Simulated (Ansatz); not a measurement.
# Two-dimensional strain map in NaCl

The calculation used Ansatz, DFT PBEsol, scalar-relativistic, plane waves, PAW. The runs took a 420 eV cutoff, a Γ-centred 6×6×6 mesh and Gaussian smearing (0.05 eV). No spin polarisation. Energies are free energies at this smearing, counted from the undisturbed cell; pressure is positive in compression.

Zero of the scan (as given, not relaxed at this level; it stands at -1.2 GPa; this CsCl-type form isn't the usual structure):

```
CELL_PARAMETERS angstrom
3.50219 0.00000 0.00000
0.00000 3.50219 0.00000
0.00000 0.00000 3.50219
ATOMIC_POSITIONS crystal
Na 0.00000 0.00000 0.00000
Cl 0.50000 0.50000 0.50000
```

The cell is strained by p along both x and y and by q along z, fractional coordinates fixed. Points are written (p, q).

Energy above the undisturbed cell in meV/atom (a dash: not computed):

| p \ q | -0.080 | -0.040 | 0.000 | 0.040 | 0.080 |
| --- | --- | --- | --- | --- | --- |
| -0.080 | 86.5 | 57.4 | 51.0 | 62.3 | 88.1 |
| -0.040 | 31.2 | 7.0 | 4.0 | 17.4 | ? |
| 0.000 | ? | 1.8 | 0.0 | 13.6 | 39.5 |
| 0.040 | 50.9 | ? | 26.8 | 39.2 | 63.2 |
| 0.080 | 102.8 | 79.8 | ? | 85.9 | 107.2 |

(1) Fill in the withheld energies.

Answers

(1) (-0.040, 0.080): 44.0; (0.000, -0.080): 23.8; (0.040, -0.040): 29.1; (0.080, 0.000): 75.7.